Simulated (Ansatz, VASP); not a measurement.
# GaN: VASP beside Ansatz

```
CELL_PARAMETERS angstrom
0.00000 2.25350 2.08449
2.25350 0.00000 2.08449
2.25350 2.25350 0.00000
ATOMIC_POSITIONS crystal
Ga 0.00000 0.00000 0.00000
N 0.75000 0.75000 0.75000
```

Change from the starting cell: strain -0.0750 x Voigt [0, 0, 1, 0, 0, 0], atoms carried along.

Alike in both runs: task single point; functional PBE; k mesh 10 × 10 × 10; occupations gaussian, width 0.05 eV; no spin polarisation.

|  | VASP | Ansatz |
| --- | --- | --- |
| version | VASP 6.6.1 | Ansatz 0.2.0 |
| potentials or method | VASP PAW PBE potentials, release 64 (Ga_d, N) | scalar-relativistic, plane waves, PAW |
| plane-wave cutoff (eV) | 520 | 420 |
| valence electrons in the cell | 18 | 18 |

```csv
,VASP,Ansatz,Ansatz less VASP
gap on the k mesh at the Fermi level (eV),2.01,1.99,-0.013
least direct gap on the mesh (eV),2.01,1.99,-0.013
pressure (GPa),22.2,22.3,+0.05
largest component of the traceless stress (GPa),4.57,4.52,-0.051
```

Caveats: so large a pressure means that the cell lies far from this level's equilibrium, or that cutoff or potentials fall short (VASP).
